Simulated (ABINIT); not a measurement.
Runs of ABINIT 10.8.3 (patched build) on Bi2Se3 (Paraguanajuatite). The structure is trigonal, space group R-3m (No. 166). The conventional cell has a = 4.143 Å, b = 4.143 Å, c = 28.636 Å, α = 90.00°, β = 90.00°, γ = 120.00°. Bi (site symmetry 3m) has 6 Se at 2.85 to 3.07 Å as nearest neighbours. Around Se (site symmetry 3m) lie 3 Bi at 2.85 Å. Se (site symmetry -3m) is surrounded by 6 Bi at 3.07 Å. 

```csv
level,potentials or basis,k mesh,cutoff (eV),fine-grid cutoff,mesh quality,gap on the mesh (eV),largest force (eV/Å)
LDA,JTH PAW LDA v2.0,5 × 5 × 5,408,816.342 eV,not flagged,0.11,(a)
LDA,JTH PAW LDA v2.0,6 × 6 × 6,408,816.342 eV,not flagged,0.10,(c)
PBE,JTH PAW PBE v2.0,8 × 8 × 8,599,1197.3 eV,not flagged,(b),0.16
LDA,JTH PAW LDA v2.0,3 × 3 × 3,408,816.342 eV,coarse,0.13,0.11
```

Alike in all rows: task single point; no spin polarisation; cell as given; smearing fermi-dirac 0.05 eV.

Question: Estimate the missing entries.

Answer: (a) 0.17; (b) 0.22; (c) 0.15.

Caveats: some runs use coarse meshes; spin-orbit coupling is left out, which as a rule narrows the gap of such compounds by several tenths of an eV; an odd mesh through Γ misses points on the zone boundary, where band edges often lie (some runs).

A k mesh can miss the band edges, and the runs leave out spin-orbit coupling on Bi, Se.

Not every run made on this cell is shown here.
